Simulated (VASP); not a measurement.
# SiC (Imm2) in VASP: notebook

Runs on SiC. Level: PBEsol. Tasks: single point, relaxation of the atoms.

Everything below comes from runs of VASP 6.6.1. Logs are shortened: lines on timing, memory, paths and dates and some standing lists are left out, and cuts for length are marked.

### 1 Starting point

Symmetry: Imm2, No. 44, orthorhombic system. The conventional cell has a = 3.050 Å, b = 3.079 Å, c = 4.373 Å, α = 90.00°, β = 90.00°, γ = 90.00°. Si (site symmetry mm2) is surrounded by 4 C at 1.88 to 1.89 Å. C (site symmetry mm2) has 4 Si at 1.88 to 1.89 Å as nearest neighbours.

The cell was built by a generator and isn't the measured one.

### 2 Single point, PBEsol (strained cell)

Contents of INCAR:

```
SYSTEM = SiC
  PREC = Accurate
  ENCUT = 520
  EDIFF = 1E-7
  ISMEAR = 0
  SIGMA = 0.02
  LREAL = .FALSE.
  LASPH = .TRUE.
  NELM = 100
  ALGO = Fast
  ISIF = 2
  LWAVE = .FALSE.
  LCHARG = .FALSE.
  GGA = PS
  NBANDS = 11
```

Contents of KPOINTS:

```
Automatic mesh
0
G
  10 10 10
  0 0 0
```

Contents of POSCAR:

```
SiC
1.0
   -0.0098955000      2.1665685586      2.1834183498
    2.1665685586     -0.0098955000      2.1834183498
    2.1566730586      2.1566730586      0.0000000000
Si C
1 1
Direct
   -0.0004772823     -0.0004772823      0.0004772823
    0.2504772823      0.2504772823      0.2495227177
```

Potentials or basis: VASP PAW PBE potentials, release 64 (Si, C).

Launch:

```console
$ cat potpaw_PBE.64/Si/POTCAR potpaw_PBE.64/C/POTCAR > POTCAR
$ mpirun -np 1 vasp_std > vasp.out
```

OUTCAR:

```text
SYSTEM = SiC
   PREC = Accurate
   ENCUT = 520
   EDIFF = 1E-7
   ISMEAR = 0
   LREAL = .FALSE.
   LASPH = .TRUE.
   NELM = 100
   ISIF = 2
   GGA = PS

 ion  position               nearest neighbor table
   1  1.000  1.000  0.000-   2 1.88   2 1.88   2 1.88   2 1.88
   2  0.250  0.250  0.250-   1 1.88   1 1.88   1 1.88   1 1.88

  LATTYP: Found a body centered orthorhombic cell.
 ALAT       =     3.0499962891
 B/A-ratio  =     1.0091766343
 C/A-ratio  =     1.4317514796

  Lattice vectors:

 A1 = (   0.0098955000,  -2.1665685586,  -2.1834183498)
 A2 = (  -0.0098955000,   2.1665685586,  -2.1834183498)
 A3 = (   2.1665685586,  -0.0098955000,   2.1834183498)

Analysis of symmetry for initial positions (statically):
=====================================================================
 Subroutine PRICEL returns:
 Original cell was already a primitive cell.

 Routine SETGRP: Setting up the symmetry group for a
 body centered orthorhombic supercell.

 Subroutine GETGRP returns: Found  4 space group operations
 (whereof  4 operations were pure point group operations)
 out of a pool of  8 trial point group operations.

The static configuration has the point symmetry C_2v.

Analysis of symmetry for dynamics (positions and initial velocities):
=====================================================================
 Subroutine PRICEL returns:
 Original cell was already a primitive cell.

 Routine SETGRP: Setting up the symmetry group for a
 body centered orthorhombic supercell.

 Subroutine GETGRP returns: Found  4 space group operations
 (whereof  4 operations were pure point group operations)
 out of a pool of  8 trial point group operations.

The dynamic configuration has the point symmetry C_2v.

 Subroutine INISYM returns: Found  4 space group operations
 (whereof  4 operations are pure point group operations),
 and found     1 'primitive' translations

----------------------------------------------------------------------------------------

                                     Primitive cell

  volume of cell :      20.4976

  direct lattice vectors                    reciprocal lattice vectors
    -0.009895500  2.166568559  2.183418350    -0.229730419  0.229730419  0.228998717
     2.166568559 -0.009895500  2.183418350     0.229730419 -0.229730419  0.228998717
     2.156673059  2.156673059  0.000000000     0.231838571  0.231838571 -0.228998717

  length of vectors
     3.075944234  3.075944234  3.049996289     0.397482758  0.397482758  0.399923315

  position of ions in fractional coordinates (direct lattice)
     0.999522718  0.999522718  0.000477282
     0.250477282  0.250477282  0.249522718

  ion indices of the primitive-cell ions
   primitive index   ion index
                 1           1
                 2           2

----------------------------------------------------------------------------------------

 KPOINTS: Automatic mesh

Automatic generation of k-mesh.
 Grid dimensions read from file:
 generate k-points for:   10   10   10

 Generating k-lattice:

  Cartesian coordinates                     Fractional coordinates (reciprocal lattice)
    -0.022973042  0.022973042  0.022899872     0.100000000  0.000000000  0.000000000
     0.022973042 -0.022973042  0.022899872     0.000000000  0.100000000  0.000000000
     0.023183857  0.023183857 -0.022899872     0.000000000  0.000000000  0.100000000

  Length of vectors
     0.039748276  0.039748276  0.039992332

  Shift w.r.t. Gamma in fractional coordinates (k-lattice)
     0.000000000  0.000000000  0.000000000

 Subroutine IBZKPT returns following result:
 ===========================================

 Found    171 irreducible k-points:

 Following reciprocal coordinates:
            Coordinates               Weight
  0.000000  0.000000  0.000000      1.000000
  0.100000  0.000000  0.000000      4.000000
  0.200000  0.000000  0.000000      4.000000
  0.300000  0.000000  0.000000      4.000000
  0.400000  0.000000  0.000000      4.000000
  0.500000  0.000000  0.000000      2.000000
[... 16 lines left out ...]
  0.300000  0.300000  0.000000      2.000000
  0.400000  0.300000  0.000000      4.000000
 [... further k-points ...]
   k-points           NKPTS =    171   k-points in BZ     NKDIM =    171   number of bands    NBANDS=     11
   number of dos      NEDOS =    301   number of ions     NIONS =      2
   total plane-waves  NPLWV =  13824
   dimension x,y,z NGX =    24 NGY =   24 NGZ =   24
   dimension x,y,z NGXF=    48 NGYF=   48 NGZF=   48
   ions per type =               1   1
   NGX,Y,Z   is equivalent  to a cutoff of  12.97, 12.97, 13.08 a.u.
   NGXF,Y,Z  is equivalent  to a cutoff of  25.94, 25.94, 26.16 a.u.
 SYSTEM =  SiC
   PREC   = accura    normal or accurate (medium, high low for compatibility)
   ISTART =      0    job   : 0-new  1-cont  2-samecut
   ICHARG =      2    charge: 1-file 2-atom 10-const
   ISPIN  =      1    spin polarized calculation?
   LNONCOLLINEAR =      F non collinear calculations
   LSORBIT =      F    spin-orbit coupling
   LASPH  =      T    aspherical Exc in radial PAW
   ENCUT  =  520.0 eV  38.22 Ry    6.18 a.u.   5.72  5.72  5.67*2*pi/ulx,y,z
   NELM   =    100;   NELMIN=  2; NELMDL= -5     # of ELM steps
   EDIFF  = 0.1E-06   stopping-criterion for ELM
   LREAL  =      F    real-space projection
   EDIFFG = 0.1E-05   stopping-criterion for IOM
   NSW    =      0    number of steps for IOM
   IBRION =     -1    ionic relax: 0-MD 1-quasi-New 2-CG
   NFREE  =      0    steps in history (QN), initial steepest desc. (CG)
   ISIF   =      2    stress and relaxation
   ISYM   =      2    0-nonsym 1-usesym 2-fastsym
   POTIM  = 0.5000    time-step for ionic-motion
   TEBEG  =    0.0;   TEEND  =   0.0 temperature during run
   PSTRESS=    0.0 pullay stress
   NELECT =       8.0000    total number of electrons
   NUPDOWN=      -1.0000    fix difference up-down
   EMIN   =  10.00;   EMAX   =-10.00  energy-range for DOS
   EFERMI =   0.00;   METHOD = LEGACY
   ISMEAR =     0;   SIGMA  =   0.02  broadening in eV -4-tet -1-fermi 0-gaus
   EFERMI_NEDOS =   21; number of points for ismear=-14 and -15
   IALGO  =     68    algorithm
   IMIX   =      4    mixing-type and parameters
     AMIX     =   0.40;   BMIX     =  1.00
     AMIX_MAG =   1.60;   BMIX_MAG =  1.00
  volume/ion in A,a.u.               =      10.25        69.16
  Fermi-wavevector in a.u.,A,eV,Ry     =   1.196384  2.260838 19.474488  1.431335
  Thomas-Fermi vector in A             =   2.332326
   LORBIT       =      0    0 simple, 1 ext, 2 COOP (PROOUT), +10 PAW based schemes
   GGA     = PS    functional components
   LHFCALC =     F    Hartree Fock is set to
   AEXX    =    0.0000 exact exchange contribution
   IVDW    =     0    specifies the selected vdW correction
   LEPSILON=     F    determine dielectric tensor
   LRPA    =     F    only Hartree local field effects (RPA)
 non-spin polarized calculation
 RMM-DIIS sequential band-by-band and
 Gauss-broadening in eV      SIGMA  =   0.02
  energy-cutoff  :      520.00
  volume of cell :       20.50
 maximum number of plane-waves:       564
   NGX = 11   NGY = 11   NGZ = 11

 number of electron       8.0000001 magnetization

 Free energy of the ion-electron system (eV)
  ---------------------------------------------------
  ext. energy  EPLUGINS =         0.00000000
  ---------------------------------------------------
  free energy    TOTEN  =       -15.91145430 eV

  energy without entropy =      -15.91145430  energy(sigma->0) =      -15.91145430

 E-fermi :   8.3344     XC(G=0): -11.5456

 val. band max:        8.2297072680   @ k =   0.0000   0.0000   0.0000
 cond. band min:       9.3647206939   @ k =   0.5000   0.0000   0.5000
 fundamental gap:      1.1350134259
 Fermi energy:         8.3344383375

 k-point     1 :       0.0000    0.0000    0.0000
  band No.  band energies     occupation
      1      -7.3357      2.00000
      2       8.1271      2.00000
      3       8.1333      2.00000
      4       8.2297      2.00000
      5      14.4395      0.00000
      6      15.3656      0.00000
      7      15.5047      0.00000
      8      15.5645      0.00000
      9      22.5515      0.00000
     10      22.7958      0.00000
     11      24.5711      0.00000

 k-point     2 :       0.1000    0.0000    0.0000
  band No.  band energies     occupation
      1      -7.1394      2.00000
      2       7.1069      2.00000
      3       7.9944      2.00000
      4       8.0991      2.00000
      5      14.7333      0.00000
      6      15.6388      0.00000
      7      15.7353      0.00000
      8      15.8067      0.00000
      9      21.5875      0.00000
     10      21.8221      0.00000
     11      24.3339      0.00000

 k-point     3 :       0.2000    0.0000    0.0000
  band No.  band energies     occupation
      1      -6.5590      2.00000
      2       4.9638      2.00000
      3       7.6852      2.00000
      4       7.7991      2.00000
      5      14.4343      0.00000
      6      16.0309      0.00000
      7      16.1660      0.00000
      8      16.9210      0.00000
      9      20.9374      0.00000
     10      21.1355      0.00000
     11      23.4553      0.00000

 k-point     4 :       0.3000    0.0000    0.0000
  band No.  band energies     occupation
      1      -5.6288      2.00000
      2       2.6313      2.00000
      3       7.3670      2.00000
      4       7.4899      2.00000
      5      14.0296      0.00000
      6      15.8643      0.00000
      7      16.0280      0.00000
      8      17.8865      0.00000
      9      21.7949      0.00000
     10      21.9387      0.00000
     11      23.2071      0.00000
[... 239 lines left out ...]
 k-point    22 :      -0.2000    0.2000    0.0000
  band No.  band energies     occupation
      1      -5.3142      2.00000
      2       3.2960      2.00000
      3       4.8268      2.00000
      4       7.6026      2.00000
      5      14.7920      0.00000
      6      16.2696      0.00000
      7      16.6237      0.00000
      8      17.2713      0.00000
      9      19.7571      0.00000
     10      23.5189      0.00000
     11      27.1153      0.00000

 k-point    23 :       0.3000    0.3000    0.0000
  band No.  band energies     occupation
      1      -5.0561      2.00000
      2       3.7492      2.00000
      3       5.7364      2.00000
      4       5.8917      2.00000
      5      11.2431      0.00000
      6      13.7606      0.00000
      7      19.7138      0.00000
      8      19.7640      0.00000
      9      20.5143      0.00000
     10      25.3627      0.00000
     11      29.8471      0.00000

 k-point    24 :       0.4000    0.3000    0.0000
  band No.  band energies     occupation
      1      -4.1801      2.00000
      2       2.5098      2.00000
      3       4.9290      2.00000
      4       5.6322      2.00000
      5      10.9801      0.00000
      6      13.7598      0.00000
      7      19.7910      0.00000
      8      20.1609      0.00000
      9      21.9032      0.00000
     10      26.3233      0.00000
     11      29.4261      0.00000

 [... further k-points ...]
[... 5 lines left out ...]
  --------------------------------------------------------------------------------------
  -------------------------------------------------------------------------------------
  Total        0.3806559      0.3806559      0.1237267      0.2925698      0.0000000      0.0000000
  in kB       29.7536557     29.7536557      9.6709967     22.8684818      0.0000000      0.0000000
  external PRESSURE =      23.0594360 kB  Pullay stress =       0.0000000 kB

 VOLUME and BASIS-vectors are now :
 -----------------------------------------------------------------------------
  energy-cutoff  :      520.00
  volume of cell :       20.50
      direct lattice vectors                 reciprocal lattice vectors
    -0.009895500  2.166568559  2.183418350    -0.229730419  0.229730419  0.228998717
     2.166568559 -0.009895500  2.183418350     0.229730419 -0.229730419  0.228998717
     2.156673059  2.156673059  0.000000000     0.231838571  0.231838571 -0.228998717

 POSITION                                       TOTAL-FORCE (eV/Angst)
 -----------------------------------------------------------------------------------
      2.15667      2.15667      4.36475         0.000000      0.000000     -0.000933
      1.07834      1.07834      1.09379        -0.000000     -0.000000      0.000933
 -----------------------------------------------------------------------------------
    total drift:                                0.000000      0.000000     -0.000018

  FREE ENERGIE OF THE ION-ELECTRON SYSTEM (eV)
  ---------------------------------------------------
  free  energy   TOTEN  =       -15.9114542972 eV

  energy  without entropy=      -15.9114542972  energy(sigma->0) =      -15.91145430
```

Wall time 24 s (1 thread of Intel Xeon Platinum 8259CL at 2.50GHz (Skylake/Cascade Lake), shared host); peak memory 0.15 GiB.

What came out:

```yaml
Free_energy: -15.9115 eV
Pressure: 2.3 GPa
Band_gap_on_the_k_mesh: 1.13 eV, indirect (least direct gap 4.36 eV)
```

Caveat: the PAW data sets were made with another functional, which shifts forces and pressure a little.

### 3 Relaxation of the atoms, PBEsol (strained cell)

Contents of INCAR:

```
PREC     = Accurate       # precision mode
ENCUT    = 520            # plane-wave cutoff, eV
EDIFF    = 1E-6           # SCF threshold, eV
ISMEAR   = 0              # smearing method
SIGMA    = 0.02           # smearing width, eV
LREAL    = F              # projectors in reciprocal space
LASPH    = T              # aspherical terms in the spheres
NELM     = 100            # most SCF steps
ALGO     = Normal         # electronic algorithm
ISIF     = 2              # what is computed and relaxed
LWAVE    = F              # write WAVECAR
LCHARG   = F              # write CHGCAR
GGA      = PS             # functional
IBRION   = 2              # ionic algorithm
NSW      = 60             # ionic steps
EDIFFG   = -0.002         # ionic threshold
```

Contents of KPOINTS:

```
Automatic mesh
0
Gamma
  10 10 10
```

Contents of POSCAR:

```
SiC
1.0
   -0.0098955000      2.1665685586      2.1834183498
    2.1665685586     -0.0098955000      2.1834183498
    2.1566730586      2.1566730586      0.0000000000
Si C
1 1
Direct
   -0.0005041569     -0.0005041569      0.0005041569
    0.2505041569      0.2505041569      0.2494958431
```

Potentials or basis: VASP PAW PBE potentials, release 64 (Si, C).

Launch:

```console
$ cat potpaw_PBE.64/Si/POTCAR potpaw_PBE.64/C/POTCAR > POTCAR
$ mpirun -np 1 vasp_std > vasp.out
```

It took 19 s on 1 thread of Intel Xeon Platinum 8259CL at 2.50GHz (Skylake/Cascade Lake), shared host; peak memory 0.15 GiB.

The run converged. Its results:

- Free energy: -15.9115 eV
- Energy gained by relaxing: 0.0 meV/atom
- Ionic steps: 3
- Pressure after relaxing: 2.3 GPa
- Band gap on the k mesh: 1.13 eV, indirect (least direct gap 4.36 eV)

Stress tensor (GPa, compression positive):
```
2.97 2.29 0.00
2.29 2.97 0.00
0.00 0.00 0.97
```

Final structure:
```cif
data_structure
_symmetry_space_group_name_H-M 'P 1'
_symmetry_Int_Tables_number 1
_cell_length_a 3.0759
_cell_length_b 3.0759
_cell_length_c 3.0500
_cell_angle_alpha 60.279
_cell_angle_beta 60.279
_cell_angle_gamma 60.044
_cell_volume 20.50
loop_
_atom_site_label
_atom_site_type_symbol
_atom_site_fract_x
_atom_site_fract_y
_atom_site_fract_z
_atom_site_occupancy
Si1 Si 0.99952 0.99952 0.00048 1
C1 C 0.25048 0.25048 0.24952 1
```

Levels at points of the mesh, in eV from the valence-band top:
```
           k point  band 1  band 2  band 3  band 4  band 5  band 6  band 7  band 8
(0.00, 0.00, 0.00)  -15.57   -0.10   -0.10    0.00    6.21    7.14    7.27    7.33
(0.50, 0.00, 0.00)  -11.96   -8.73   -1.16   -1.03    5.44    7.07    7.25    9.93
(0.50, 0.50, 0.00)  -10.49   -8.00   -3.32   -3.15    1.20    4.26   14.01   14.03
(0.00, 0.00, 0.50)  -11.89   -8.70   -1.19   -1.12    5.33    7.05    7.09    9.88
(0.50, 0.00, 0.50)  -10.43   -7.90   -3.33   -3.32    1.13    4.12   13.86   14.09
```

Caveat: the PAW data sets were made with another functional, which shifts forces and pressure a little.

### 4 Single point, PBEsol

Contents of INCAR:

```
SYSTEM = SiC
PREC     = Accurate       ! precision mode
ENCUT    = 520            ! plane-wave cutoff, eV
EDIFF    = 1E-7           ! SCF threshold, eV
ISMEAR   = 0              ! smearing method
SIGMA    = 0.01           ! smearing width, eV
LREAL    = .FALSE.        ! projectors in reciprocal space
LASPH    = .TRUE.         ! aspherical terms in the spheres
NELM     = 100            ! most SCF steps
ALGO     = Normal         ! electronic algorithm
ISIF     = 2              ! what is computed and relaxed
LWAVE    = .FALSE.        ! write WAVECAR
LCHARG   = .FALSE.        ! write CHGCAR
GGA      = PS             ! functional
NBANDS   = 11             ! bands
```

Contents of KPOINTS:

```
Automatic mesh
0
G
  10 10 10
  0 0 0
```

Contents of POSCAR:

```
SiC
1.0
   -0.0102094890      2.1668825477      2.1864976434
    2.1668825477     -0.0102094890      2.1864976434
    2.1566730586      2.1566730586      0.0000000000
Si C
1 1
Direct
   -0.0004772823     -0.0004772823      0.0004772823
    0.2504772823      0.2504772823      0.2495227177
```

Launch:

```console
$ cat potpaw_PBE.64/Si/POTCAR potpaw_PBE.64/C/POTCAR > POTCAR
$ mpirun -np 1 vasp_std > vasp.out
```

It took 19 s on 1 thread of Intel Xeon Platinum 8259CL at 2.50GHz (Skylake/Cascade Lake), shared host; peak memory 0.16 GiB.

Results (log left out):

* Free energy: -15.9116 eV
* Pressure: 1.9 GPa
* Band gap on the k mesh: 1.13 eV, indirect (least direct gap 4.35 eV)

Forces on the atoms (eV/Å):
```
Si   0.000  0.000 -0.003
C    0.000  0.000  0.003
```

Stress tensor (GPa, compression positive):
```
2.70 2.36 0.00
2.36 2.70 0.00
0.00 0.00 0.36
```

Levels at points of the mesh, in eV from the valence-band top:
```tsv
k point	band 1	band 2	band 3	band 4	band 5	band 6	band 7	band 8	band 9
(0.00, 0.00, 0.00)	-15.56	-0.11	-0.10	0.00	6.18	7.12	7.26	7.32	14.29
(0.50, 0.00, 0.00)	-11.96	-8.73	-1.17	-1.02	5.42	7.05	7.25	9.91	16.02
(0.50, 0.50, 0.00)	-10.50	-8.00	-3.32	-3.14	1.21	4.27	13.99	14.01	14.62
(0.00, 0.00, 0.50)	-11.89	-8.70	-1.20	-1.12	5.30	7.03	7.09	9.86	16.02
(0.50, 0.00, 0.50)	-10.43	-7.89	-3.33	-3.32	1.13	4.10	13.81	14.08	14.78
```

Caveat: the PAW data sets were made with another functional, which shifts forces and pressure a little. A k mesh can miss the band edges.

### 5 Overview

```csv
task,cell,smearing,gap on the mesh (eV),pressure (GPa)
single point,strained cell,gaussian 0.02 eV,1.13,2.3
relaxation of the atoms,atoms relaxed from: strained cell,gaussian 0.02 eV,1.13,2.3
single point,as given,gaussian 0.01 eV,1.13,1.9
```

Alike in all rows: level PBEsol; potentials or basis VASP PAW PBE potentials, release 64 (Si, C); no spin polarisation; k mesh 10 × 10 × 10; cutoff (eV) 520.

Caveats: the PAW data sets were made with another functional, which shifts forces and pressure a little.

Total energies depend on the potentials used, so only differences within one code and one set of settings carry meaning.
